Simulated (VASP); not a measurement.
Wanted: the native input for a VASP 6.6.1 run.

```
Task                   : single point
Functional             : LDA
Potentials or basis    : VASP PAW LDA potentials, release 64 (Pt, Se)
Cutoff                 : 520 eV
k mesh                 : 8 × 8 × 5
Occupations            : fermi-dirac, width 0.05 eV
Spin                   : no spin polarisation
Dipole correction      : no
Further INCAR settings : ALGO = Fast; EDIFF = 1e-06; NBANDS = 18
```

The structure of PtSe2 (Sudovikovite) lies in POSCAR:

```
PtSe2
1.0
    3.7730056198      0.0000000000      0.0000000000
   -1.8865028099      3.2675187154      0.0000000000
    0.0000000000      0.0000000000      5.1286129021
Pt Se
1 2
Direct
    0.0000000000      0.0000000000      0.0000000000
    0.6666666667      0.3333333333      0.7500000000
    0.3333333333      0.6666666667      0.2500000000
```

The input as run:

INCAR

```
PREC     = Accurate       # precision mode
ENCUT    = 520            # plane-wave cutoff, eV
EDIFF    = 1E-6           # SCF threshold, eV
ISMEAR   = -1             # smearing method
SIGMA    = 0.05           # smearing width, eV
LREAL    = False          # projectors in reciprocal space
LASPH    = True           # aspherical terms in the spheres
NELM     = 100            # most SCF steps
ALGO     = Fast           # electronic algorithm
ISIF     = 2              # what is computed and relaxed
LWAVE    = False          # write WAVECAR
LCHARG   = False          # write CHGCAR
NBANDS   = 18             # bands
```

KPOINTS

```
Automatic mesh
0
Gamma
  8 8 5
```

Potentials or basis: VASP PAW LDA potentials, release 64 (Pt, Se).

The run is started by

```sh
$ cat potpaw_LDA.64/Pt/POTCAR potpaw_LDA.64/Se/POTCAR > POTCAR
$ mpirun -np 1 vasp_std > vasp.out
```

Results of the run:

```json
{
  "Pressure": "-4.9 GPa",
  "Largest force": "0.214 eV/Å",
  "Band gap on the k mesh": "none (metal or under the smearing width)"
}
```

It took 34 s on 1 thread of AMD EPYC 9R14 (Zen 4), on a shared host, peak memory 0.15 GiB.
